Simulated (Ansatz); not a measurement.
# From PBE to G0W0: SiO2 (Stishovite)

Wanted: the gap of SiO2 (Stishovite) with a many-body correction, and the time that it takes.

Main program and level: Ansatz 0.2.0; PBE, then G0W0 on it, plane waves, PAW.

In doubt: masses and optical values from hybrid runs of this build are listed as unsure (in some of the runs), which bears on the screening that GW takes from such a start.

## Step 1: Starting point

It takes space group P4_2/mnm (No. 136, tetragonal). The conventional cell has a = 4.177 Å, b = 4.177 Å, c = 2.665 Å, α = 90.00°, β = 90.00°, γ = 90.00°. Nearest to Si lie 6 O at 1.76 to 1.81 Å. O has 3 Si at 1.76 to 1.81 Å nearest. Farther neighbours and most contacts between anions are not listed.

The cell and positions come from the Crystallography Open Database and are kept as given unless a step says otherwise. The default PAW set here is soft_2. Its files were made with PBE.

## Step 2: Bands along the symmetry lines

Levels along a band path and on the mesh show where this functional puts the band edges.

This step: DFT, PBE, plane waves, PAW.

Input file input.yaml:

```yaml
crystal:
  lattice:
    - [4.1773, 0.0, 0.0]
    - [0.0, 4.1773, 0.0]
    - [0.0, 0.0, 2.6652]
  atoms:
    - { symbol: Si, position: [0.0, 0.0, 0.0] }
    - { symbol: Si, position: [0.5, 0.5, 0.5] }
    - { symbol: O, position: [0.3059, 0.3059, 0.0] }
    - { symbol: O, position: [0.1941, 0.8059, 0.5] }
    - { symbol: O, position: [0.6941, 0.6941, 0.0] }
    - { symbol: O, position: [0.8059, 0.1941, 0.5] }
kpoints:
  mp_grid: { grid: [6, 6, 8] }
  band_path:
    path:
      - [[0.0, 0.0, 0.0], [0.0, 0.5, 0.0], [0.5, 0.5, 0.0], [0.0, 0.0, 0.0], [0.0, 0.0, 0.5], [0.0, 0.5, 0.5], [0.5, 0.5, 0.5], [0.0, 0.0, 0.5]]
      - [[0.0, 0.5, 0.0], [0.0, 0.5, 0.5]]
      - [[0.5, 0.5, 0.0], [0.5, 0.5, 0.5]]
    npoints: 10
hamiltonian:
  xc: pbe
scf:
  occupations: { method: fermi_dirac, width: 0.02 }
  n_extra_bands: 6
output:
  eigenvalues: true
  write_density: true
  write_potential: true
  elf: true
  volumetric_format: npy
```

On the command line:

```console
ansatz run input.yaml --threads 3 --pin off --max-ram 92160MiB --backend cuda --events-out ev --progress --plain --runs-dir out --devices 1 --max-vram 13GiB
```

Numbers of over 12 decimals in the logs are rounded to 6 here.

Log:

```text
scf.n_extra_bands = 6 over 16 filled bands (N_el = 32.0): the run solves 22 bands
GPUs: using 1 of 1 available (devices: 1).
Engine: ansatz 0.2.0, x86_64-unknown-linux-gnu
Pseudopotentials: kind: paw
Pseudopotential: Si, paw, valence charge 4, recommended cutoff 420 eV (normal), Si.paw.azcp
Pseudopotential: O, paw, valence charge 6, recommended cutoff 420 eV (normal), O.paw.azcp
Functional definition: PBE
  parameter kappa = 0.804
  parameter beta = 0.066725
  exchange = pbe_x(kappa = kappa, mu = beta*pi^2/3)
  correlation = pbe_c(beta = beta)
device memory: the entry about to start is reckoned to put 1.5 GiB on a device that reports 58.8 GiB free (of which the cap on the GPU budget leaves the run 13.0 GiB)
GPU FFT provider: cuFFT
GPU libraries: cuBLAS 13.8.2, cuFFT 12.4.0, cuSOLVER 12.3.4
Crystal: 6 atoms, lattice volume = 46.507 Å³
Basis set: ecut = 420 eV, 913 PW (Γ)
Bands: 22, of which v1, the nominal top of the filled ones, is band 16 counted from 1 (15 counted from 0)
Symmetry: 16 space group operations
Space group: P42/mnm (ITA 136), of the structure as read, at distance tolerance 3.6e-5 Å
k-points: 50 of 288
Non-local potential: Si, projectors of the file, l = 0: 2, l = 1: 2, l = 2: 2
Non-local potential: O, projectors of the file, l = 0: 2, l = 1: 2, l = 2: 1
PAW form: soft (Blöchl's): semilocal exchange-correlation on the pseudo side does not see the compensation charge
PAW one-centre angular grid: Si, 110 points (default); XC on 64 Gauss nodes
PAW one-centre angular grid: O, 110 points (default); XC on 64 Gauss nodes
Initial density: superposition of atomic densities (neutral atoms: chi_scale 0, normalization atom), corrected by the library's trained network
Initial wavefunctions: pseudopotential atomic-orbital guess
GPU buffer pool allocated for 16200 grid points (all kernels)
GPU transforms: local potential and band sums: pruned to the plane-wave sphere, on 27×27×18
Functional: x = pbe(κ = 0.804, μ = 0.219515), c = pbe(β = 0.066725)
SCF iter   1: F=—  HF=-3546.959923 eV  |F-HF|=—  |Δ(HF+E_count)|=         —  Δρ=3.23e-3  dr2=1.80e-3  ethr=1.77e-3  ⟨swp⟩=6.5  Hψ=6179  notcnv=0
preconditioner: auto → none  [insulator: Δε(μ)=5.641 eV  Ē_g=18.847 eV  σ=0.020 eV  W_gap=1.00  n_scr=10 (ndim 8)  ℏωp=30.8 eV  f_vac=0.000  D(μ)=0.00/eV (n_scr^D=0)  ε∞_Penn≈3.7]
SCF iter   2: F=—  HF=-3546.960468 eV  |F-HF|=—  |Δ(HF+E_count)|=   5.45e-4  Δρ=1.50e-3  dr2=3.13e-4  ethr=5.61e-6  ⟨swp⟩=2.0  Hψ=2453  notcnv=0  defer=97
SCF iter   3: F=—  HF=-3546.960577 eV  |F-HF|=—  |Δ(HF+E_count)|=   1.09e-4  Δρ=6.50e-4  dr2=5.19e-5  ethr=9.77e-7  ⟨swp⟩=2.1  Hψ=1609  notcnv=0  defer=97
SCF iter   4: F=—  HF=-3546.960718 eV  |F-HF|=—  |Δ(HF+E_count)|=   1.41e-4  Δρ=7.36e-5  dr2=1.10e-6  ethr=1.62e-7  ⟨swp⟩=2.0  Hψ=1776  notcnv=0  defer=97
iter 5 did not close the SCF: its close was put off for the readings that it lacked (scf_convergence_deferred on its scf_iter line)
SCF iter   5: F=-3546.960719 eV  HF=-3546.960719 eV  |F-HF|=8.81e-9  |Δ(HF+E_count)|=   7.49e-7  Δρ=1.61e-5  dr2=5.84e-8  ethr=3.44e-9  ⟨swp⟩=2.0  Hψ=1717  notcnv=0  defer=97
SCF iter   6: F=-3546.960719 eV  HF=-3546.960719 eV  |F-HF|=6.66e-10  |Δ(HF+E_count)|=   1.32e-8  Δρ=2.02e-6  dr2=5.92e-10  ethr=1.83e-10  ⟨swp⟩=4.8  Hψ=3888  notcnv=0
SCF 1 converged in 6 iterations: F = -3546.960719 eV  dr2 = 5.92e-10
  greatest PAW one-centre occupation: 0.861 electrons in one spin orbital (limit 2), on the O atom at site 3 (counted from 0), in its partial waves of l = 0
device memory: the entry about to start is reckoned to put 1.6 GiB on a device that reports 58.9 GiB free (of which the cap on the GPU budget leaves the run 13.0 GiB)
NSCF: frozen V_eff on 93 k-points, pencils in batches of 32, up to order 100
SCF converged after 6 iterations
Free energy (F): -3546.960719 eV
Harris-Foulkes:  -3546.960719 eV  (|F-HF|=6.66e-10)
Internal energy: -3546.960719 eV  (E = F + TS)
E sigma→0 (E₀):  -3546.960719 eV
Fermi energy:    13.432939 eV
--- Per-component energies (eV) ---
  E_band       = 67.130309
  E_kinetic    = 816.392840
  E_local      = -1217.959066  (includes V_loc(G=0)·N_el)
  E_nonlocal   = 236.754653
  E_hartree    = 432.620214
  E_xc         = -412.521499
  E_vxc        = -480.384581  (∫ρ·V_xc dr)
  E_paw        = -1662.067444  (= ΣΔE_a)
  E_vpaw       = -152.924575  (= ΣTr[D̂ρ^β])
  E_aug_tail   = 0.010137  (compensation charges beyond the density's cutoff)
  E_ewald      = -1740.190554
  E_smearing   = -0.000000  (= −TS)
  E_closure    = -0.000000  (closes the sum)
  Σ components = -3546.960719   (vs F -3546.960719, Δ=0.00e0)
--- Band table (eV; the first three rows and the last of 50) ---
  k-point 0: bands = [... 12 lower, 8.1105, 9.7313, 9.7313, 10.6140, 16.2518, 17.3546, 19.1611, 19.1611, ... 2 higher]
  k-point 1: bands = [... 12 lower, 7.3913, 9.5790, 9.5790, 10.4247, 16.9779, 18.4473, 20.0509, 20.0509, ... 2 higher]
  k-point 2: bands = [... 12 lower, 6.2115, 9.0993, 9.0993, 9.8224, 18.1333, 20.5074, 20.8544, 21.9269, ... 2 higher]
  k-point 49: bands = [... 12 lower, 8.8526, 8.8526, 9.0544, 9.0544, 17.8306, 17.8306, 21.6731, 21.6731, ... 2 higher]
```

Run time: 9.5 s. Hardware: 1 × NVIDIA H100 80GB HBM3 (shared by 6 runs) with 3 threads of AMD EPYC 7R13 (Zen 3), shared host; peak memory 0.88 GiB; 3.9 s of CPU time.

The column dr2 measures how far the density is from self-consistency, as an energy; F and HF (Harris–Foulkes) agree once it is small.

Numbers from this step:

| Quantity | Value |
| --- | --- |
| filled bands | 16 |
| gap | 5.638 eV |
| valence top at | Γ |
| conduction bottom at | Γ |
| least direct gap | 5.638 eV |

Over mesh and path the gap is 5.638 eV, direct, at k = Γ.

The electronic bands at the labelled points (eV, zero at the top of the highest nominally filled band):

```csv
point,band 13,band 14,band 15,band 16,band 17,band 18,band 19,band 20
Γ,-2.50,-0.88,-0.88,0.00,5.64,6.74,8.55,8.55
halfway,-2.47,-2.08,-0.99,-0.46,6.52,7.26,8.72,8.76
X,-2.68,-2.68,-1.07,-1.07,7.77,7.77,9.13,9.13
halfway,-2.92,-2.92,-1.48,-1.48,7.57,7.57,9.61,9.61
M,-2.68,-2.68,-2.28,-2.28,7.46,7.46,10.11,10.11
halfway,-2.56,-2.50,-1.45,-0.81,6.81,7.69,8.73,9.50
Γ,-2.50,-0.88,-0.88,0.00,5.64,6.74,8.55,8.55
halfway,-4.40,-1.51,-1.51,-0.79,7.52,9.89,10.24,11.31
Z,-3.08,-3.08,-2.68,-2.68,9.14,9.14,12.68,12.68
halfway,-2.80,-2.80,-2.26,-2.26,9.03,9.03,10.87,10.87
R,-2.28,-2.28,-1.76,-1.76,8.82,8.82,9.91,9.91
halfway,-2.25,-2.25,-1.63,-1.63,7.75,7.75,10.76,10.76
A,-1.76,-1.76,-1.56,-1.56,7.22,7.22,11.06,11.06
halfway,-2.57,-2.47,-2.33,-1.84,8.06,8.57,10.63,11.80
Z,-3.08,-3.08,-2.68,-2.68,9.14,9.14,12.68,12.68
jump to X,-2.68,-2.68,-1.07,-1.07,7.77,7.77,9.13,9.13
halfway,-2.87,-2.87,-1.44,-1.44,9.10,9.10,10.59,10.59
R,-2.28,-2.28,-1.76,-1.76,8.82,8.82,9.91,9.91
jump to M,-2.68,-2.68,-2.28,-2.28,7.46,7.46,10.11,10.11
halfway,-1.94,-1.94,-1.71,-1.71,8.17,8.17,11.56,11.56
A,-1.76,-1.76,-1.56,-1.56,7.22,7.22,11.06,11.06
```

Electrostatic potential energy in the ab plane at fractional z = 0.000, with atoms of Si and O within 0.2 Å of it. With pseudopotentials it is smooth inside the atoms' cores, unlike the true potential.

Values in eV, 14 rows by 14 columns, each cell a mean:
```
-46 -42 -18   2  11  14  16  16  15  13   8  -1 -29 -44
-35 -26  -6   6  12  14  15  15  13   6   3   2 -13 -29
 -4   0   6  10  13  14  14  13  -7 -23 -26 -14   2  -1
  8   9  11  12  14  14  13   7 -22 -38 -40 -26   3   8
 14  14  14  14  13  12  11   5 -23 -38 -38 -23   6  13
 15  15  15  14  12  11  10   8  -9 -23 -22  -7  13  15
 16  16  15  13   9   8   8   8   8   5   7  13  15  16
 16  15  12  -2 -13 -10   5   8  10  11  13  14  15  16
 14  14  -2 -25 -38 -33 -10   8  11  12  14  14  14  14
 11  11  -8 -31 -46 -38 -13   9  12  13  14  13  12  11
  0   3  -4 -22 -31 -25  -2  13  14  14  12  10   6   2
-22 -15  -1  -3  -8  -2  12  15  15  14  11   6  -6 -18
-46 -39 -15   3  11  14  15  16  15  14   9   0 -26 -42
-47 -46 -22   0  11  14  16  16  15  14   8  -4 -35 -46
```
Columns run along a (4.2 Å; values clipped at the 3rd and 97th percentile), rows up along b (4.2 Å). Atoms in or near the plane, at fractional coordinates: Si at (0.00, 0.00), O at (0.31, 0.31), O at (0.69, 0.69).

Valence density in the ab plane at fractional z = 0.000, with atoms of Si and O within 0.2 Å of it. It is the smooth field of the valence electrons, not physical close to the nuclei.

Ten even steps from '0' (0.1 e/Å³) to '9' (7.4 e/Å³), each cell a mean:
```
00000000000000
00000000011100
00000000255310
00000001488510
00000001478510
00000000244200
00000000011000
00013210000000
00258620000000
00269830000000
00146510000000
00112200000000
00000000000000
00000000000000
```
Columns run along a (4.2 Å), rows up along b (4.2 Å). Atoms in or near the plane, at fractional coordinates: Si at (0.00, 0.00), O at (0.31, 0.31), O at (0.69, 0.69).

## Step 3: G0W0 on the 4×4×6 mesh

G0W0 replaces the xc potential by a self-energy built once from the orbitals of the start. Levels are corrected in the window of bands that the input names, at points of the mesh.

This step: G0W0 on PBE, plane waves, PAW.

input.yaml, the sections that differ from step 2:

```yaml
kpoints:
  mp_grid: { grid: [4, 4, 6] }
scf:
  occupations: { method: fixed }
gw:
  n_empty_bands: 368
  ecut_chi: 230.0
  qp_bands: [v2, c2]
  qp_kpoints: band_edges
  screening: { model: contour_deformation }
# crystal, hamiltonian: as in step 2
# output: removed
```

Log:

```text
GPUs: using 1 of 1 available (devices: 1).
[...]
GPU FFT provider: cuFFT
GPU libraries: cuBLAS 13.8.2, cuFFT 12.4.0, cuSOLVER 12.3.4
Crystal: 6 atoms, lattice volume = 46.507 Å³
Basis set: ecut = 420 eV, 913 PW (Γ)
Bands: 22, of which v1, the nominal top of the filled ones, is band 16 counted from 1 (15 counted from 0)
Symmetry: 16 space group operations
[...]
k-points: 24 of 96
[...]
GPU buffer pool allocated for 16200 grid points (all kernels)
[...]
SCF iter   1: F=—  HF=-3546.960165 eV  |F-HF|=—  |Δ(HF+E_count)|=         —  Δρ=3.22e-3  dr2=1.73e-3  ethr=1.77e-3  ⟨swp⟩=4.2  Hψ=2502  notcnv=0  defer=94
[...]
SCF iter   6: F=-3546.960825 eV  HF=-3546.960825 eV  |F-HF|=1.62e-10  |Δ(HF+E_count)|=   1.57e-8  Δρ=8.61e-7  dr2=1.01e-10  ethr=3.47e-11  ⟨swp⟩=6.9  Hψ=2369  notcnv=0
SCF 1 converged in 6 iterations: F = -3546.960825 eV  dr2 = 1.01e-10
[...]
NSCF: frozen V_eff on 24 k-points, pencils in batches of 32, up to order 88
the band table was solved once the SCF had ended and its energy, with any forces and stress, was formed, with the checks that follow a solve (2535 applications of the Hamiltonian). They found nothing against the state; the energy, forces and stress were not computed again (output.eigenvalues in the input reference)
[...]
NSCF: frozen V_eff on 24 k-points
G₀W₀ screening: q 1/24
[... further progress lines ...]
SCF converged after 6 iterations
Free energy (F): -3546.960825 eV
[...]
Internal energy: -3546.960825 eV  (E = F + TS)
E sigma→0 (E₀):  -3546.960825 eV
Fermi energy:    10.614220 eV
[...]
--- Band table (eV; the first three rows and the last of 24) ---
  k-point 0: bands = [... 12 lower, 8.1107, 9.7315, 9.7315, 10.6142, 16.2519, 17.3547, 19.1612, 19.1612, ... 2 higher]
  k-point 1: bands = [... 12 lower, 6.9801, 9.4549, 9.4549, 10.2726, 17.3957, 19.1473, 20.6371, 20.6371, ... 2 higher]
  k-point 2: bands = [... 12 lower, 5.8998, 8.6345, 8.6345, 9.1846, 18.6231, 20.9933, 21.4511, 22.9801, ... 2 higher]
  k-point 23: bands = [... 12 lower, 8.8528, 8.8528, 9.0545, 9.0545, 17.8307, 17.8307, 21.6732, 21.6732, ... 2 higher]
--- G₀W₀: contour deformation, 6 samples at zero and on the imaginary axis and 2 off it, 96 q-points, 368 empty bands' worth ---
  eigenvalues of the whole cell's RPA ε∞ on this k-mesh (on a slab, of 1 + 4πα/V) = 3.2185, 3.2185, 3.3827; static W/v taken at q = 0 is 0.305303
  bands read: the sum over 384 bands ends inside a degenerate multiplet in 1 slot, whose members it reads at an even weight; the widest, k=1: bands 384 to 385 (counted from 1) at 1/2 each
  gw.qp_kpoints: band_edges: 5 of 24 stored k-points solved, in 1 pass; an edge of the gap read off the rows below is read off those points alone
    valence top: of the k-points left out ik 5 came nearest to being solved in a further pass, in band 16 (counted from 1, as in the quasiparticle table): it holds the edge there only if its correction is more favourable than any solved in that band by at least 0.597 eV; those differ by 0.272 eV
    conduction bottom: of the k-points left out ik 12 came nearest to being solved in a further pass, in band 17 (counted from 1, as in the quasiparticle table): it holds the edge there only if its correction is more favourable than any solved in that band by at least 1.176 eV; those differ by 0.145 eV
    ik  band        ε_KS         Σx   Σc(E_QP)       V_xc       Z   E_QP_lin       E_QP  E_QP is
     0    15      9.7315   -27.7896     4.1853   -22.0646  0.8120     8.1781     8.1918  root
     0    16     10.6142   -28.2681     4.4592   -22.2747  0.8094     9.0661     9.0800  root
     0    17     16.2519   -13.8161    -4.5552   -19.8111  0.8441    17.7001    17.6918  root
     0    18     17.3547    -7.7363    -4.6723   -13.5785  0.8620    18.5302    18.5246  root
     1    15      9.4549   -27.5872     4.2449   -21.7615  0.8112     7.8592     7.8741  root
     1    16     10.2726   -27.9537     4.5040   -21.8615  0.8090     8.6689     8.6843  root
     1    17     17.3957   -14.1527    -4.6878   -20.4250  0.8386    18.9911    18.9802  root
     1    18     19.1473    -9.3134    -4.9429   -15.6869  0.8487    20.5877    20.5779  root
     4    15      9.6285   -27.7132     4.2437   -21.9068  0.8112     8.0514     8.0658  root
     4    16     10.1537   -27.7899     4.4392   -21.7703  0.8094     8.5581     8.5733  root
     4    17     17.1363   -13.8625    -4.6035   -19.9676  0.8407    18.6475    18.6379  root
     4    18     17.8764    -8.3073    -4.7488   -14.3032  0.8579    19.1302    19.1235  root
    20    15      8.3296   -26.6605     4.7476   -20.1065  0.8040     6.4996     6.5232  root
    20    16      8.3296   -26.6605     4.7476   -20.1065  0.8040     6.4996     6.5232  root
    20    17     18.0771   -10.9655    -4.9131   -17.3756  0.8467    19.5845    19.5741  root
    20    18     18.0771   -10.9655    -4.9131   -17.3756  0.8467    19.5845    19.5741  root
    23    15      9.0545   -27.4394     4.6955   -21.0266  0.8055     7.3174     7.3372  root
    23    16      9.0545   -27.4394     4.6955   -21.0266  0.8055     7.3174     7.3372  root
    23    17     17.8307   -11.7729    -4.7650   -18.0596  0.8474    19.3624    19.3524  root
    23    18     17.8307   -11.7729    -4.7650   -18.0596  0.8474    19.3624    19.3524  root
```

Wall time 19 s (1 × NVIDIA H100 80GB HBM3 (shared by 6 runs) with 3 threads); peak memory 1.7 GiB.

Numbers from this step:

```yaml
bands_summed: 384
rpa_eps_infinity_on_this_mesh_eigenvalues: 3.218, 3.218, 3.383
plane_waves_in_the_screening_matrix: 351
q_points_in_the_mesh: 96
g0w0_gap_over_the_corrected_points: 8.612 eV
k_of_the_valence_top: 0, 0, 0
k_of_the_conduction_bottom: 0, 0, 0
starting_gap_on_the_mesh: 5.638 eV
z_at_the_valence_top: 0.8094
z_at_the_conduction_bottom: 0.8441
least_direct_g0w0_gap_over_the_corrected_points: 8.612 eV
```

Over 5 of 24 irreducible mesh points the G0W0 gap is 8.612 eV, direct, at k = Γ. The PBE gap of this run on the mesh is 5.638 eV. The two states that bound the G0W0 gap lie that far apart at the start, so the correction of the gap is 8.612 − 5.638 = +2.974 eV. The start of this run differs from the step before in mesh (6×6×8 and 4×4×6).

Labels follow the order of the start: v1 is the top filled band, c1 the lowest empty one; levels that stay degenerate share a row, the window can cut a multiplet, doubted levels are not marked in this list, bands outside the window were not corrected, and the list may be a part of the corrected levels. Levels before and after the correction, in eV, zero at the valence-band top of each column:

```csv
,conduction bottom,valence top
Kohn-Sham,5.64,0.00
G0W0,8.61,0.00
```

```csv
,level,occupation,energy (eV)
Kohn-Sham,Γ v2,2,-0.883
Kohn-Sham,Γ v1,2,0.000
Kohn-Sham,Γ c1,0,5.638
Kohn-Sham,Γ c2,0,6.740
G0W0,Γ v2,2,-0.888
G0W0,Γ v1,2,0.000
G0W0,Γ c1,0,8.612
G0W0,Γ c2,0,9.445
```

The parts of the quasiparticle energy for the two states that bound the G0W0 gap, in eV on the run's own scale (QP = start + Σx + Σc − Vxc, with Σc at the quasiparticle energy):

```csv
edge,k,band,start,Σx,Σc,Vxc,Z,QP
valence top,Γ,16,10.614,−28.268,4.459,−22.275,0.809,9.080
conduction bottom,Γ,17,16.252,−13.816,−4.555,−19.811,0.844,17.692
```

## Step 4: The runs together

Each gap is the least one over the points named; times are wall times on shared hosts, not benchmarks. A G0W0 time includes the run's own self-consistent start. Rows marked * are further runs, not shown as steps, whose inputs differ from the G0W0 step on the same start in the columns given; solver thresholds can differ too.

```csv
level,mesh,"files, cutoff","bands summed, screening",points,gap (eV),valence top,conduction bottom,least direct gap (eV),time
PBE,6×6×8,"soft_2 PAW, 420 eV",-,mesh and path,5.638,Γ,Γ,5.638,9.5 s
G0W0@PBE*,4×4×6,"soft_2 PAW, 420 eV","76, 69 eV",5 of 24 irreducible mesh points,8.301,Γ,Γ,8.301,12 s
G0W0@PBE*,4×4×6,"soft_2 PAW, 420 eV","187, 138 eV",5 of 24 irreducible mesh points,8.491,Γ,Γ,8.491,12 s
G0W0@PBE,4×4×6,"soft_2 PAW, 420 eV","384, 230 eV",5 of 24 irreducible mesh points,8.612,Γ,Γ,8.612,19 s
G0W0@PBE*,4×4×4,"soft_2 PAW, 420 eV","187, 138 eV",5 of 18 irreducible mesh points,8.484,Γ,Γ,8.484,8.9 s
G0W0@PBE*,4×4×6,"soft_2 PAW, 420 eV","384, 230 eV, plasmon pole",5 of 24 irreducible mesh points,8.560,Γ,Γ,8.560,21 s
```

## Step 5: Summary of results

| Property | Result |
| --- | --- |
| PBE gap over mesh and path | 5.638 eV, direct, at k = Γ |
| G0W0@PBE gap over 5 of 24 irreducible mesh points | 8.612 eV, direct, at k = Γ |
| GW settings | 4×4×6 mesh, 368 empty bands, screening to 230 eV |
| known limits | finite bands, screening cutoff and k mesh; no spin-orbit coupling in G0W0 |

What this shows: Over 5 of 24 irreducible mesh points the G0W0 gap is 8.612 eV, direct, at k = Γ. The PBE gap of this run on the mesh is 5.638 eV. The two states that bound the G0W0 gap lie that far apart at the start, so the correction of the gap is 8.612 − 5.638 = +2.974 eV. The valence state moves by 9.080 − 10.614 = −1.534 eV and the conduction state by 17.692 − 16.252 = +1.440 eV, on the run's own scale; with 76 bands the edge states move by −0.860 and +1.803 eV, so the split between the edges depends on the bands and cutoff. Both edges that PBE shows over mesh and path lie at k points where levels were corrected. Levels at other points were not corrected, so a lower G0W0 gap elsewhere in the zone is not ruled out. From 76 bands and 69 eV to 384 bands and 230 eV the gap moves by 8.612 − 8.301 = +0.311 eV (rung by rung 8.301, 8.491, 8.612 eV); bands and screening cutoff rise together, so their parts are not told apart. A line in one over the bands through the two highest rungs gives 8.612 + (8.612 − 8.491) × 187 / (384 − 187) = 8.727 eV, and through the pair below 8.491 + (8.491 − 8.301) × 76 / (187 − 76) = 8.621 eV. The two differ by 0.106 eV, not under the 0.030 eV asked, so the law does not hold well over these rungs and the limit is not known. With the 4×4×4 mesh in place of the 4×4×6 mesh and all else as in the G0W0@PBE row with 187 bands, the gap differs by 8.484 − 8.491 = −0.007 eV, and that of the start by 5.636 − 5.638 = −0.002 eV. With the plasmon pole model in place of the contour deformation model and all else as in the G0W0@PBE row with 384 bands, the gap differs by 8.560 − 8.612 = −0.052 eV. G0W0 on other starts in this series, not shown as steps and not all at these settings: 9.440 eV on HSE06 (4×4×6, soft_2 PAW, 384 bands, 230 eV) and 8.598 eV on LDA (4×4×6, soft_2 PAW, 384 bands, 230 eV). The G0W0 runs are scalar-relativistic. G0W0@PBE runs of this series with other atomic data on the same mesh, not shown as steps, give 8.723 eV (hard PAW, 930 eV, 562 bands, screening to 299 eV); where bands and cutoffs differ too, the part of the files is not isolated.

[Paths, hosts, dates, memory and timing lines, banners, echoed tables and standing remarks are left out of the program output.]

[Logs are printed without paths, hosts, clocks, repeated set-up lines and the standing remarks that a program may print on its own settings, such as how far it seeks lower states.]

[Runs of the session that timed out or met a known fault of the program may be left out.]

[Cells called generated may have been cut or substituted from an entry of the Crystallography Open Database or the Materials Project.]

[Hosts, paths, dates, database ids (printed as entryN), source tags and the programs' standing remarks are cut or masked in the printed files.]

[Where an RPA ε∞ is given, it is that of the G0W0 mesh and is not shown converged in it. Names of k-points follow the symmetry that the program found, which can be lower than the space group named. Band edges on a path are those of the sampled points; other points can move an edge, and change direct to indirect where valleys lie close.]

[Hybrid gaps are those of their k-mesh and are not shown converged in it.]
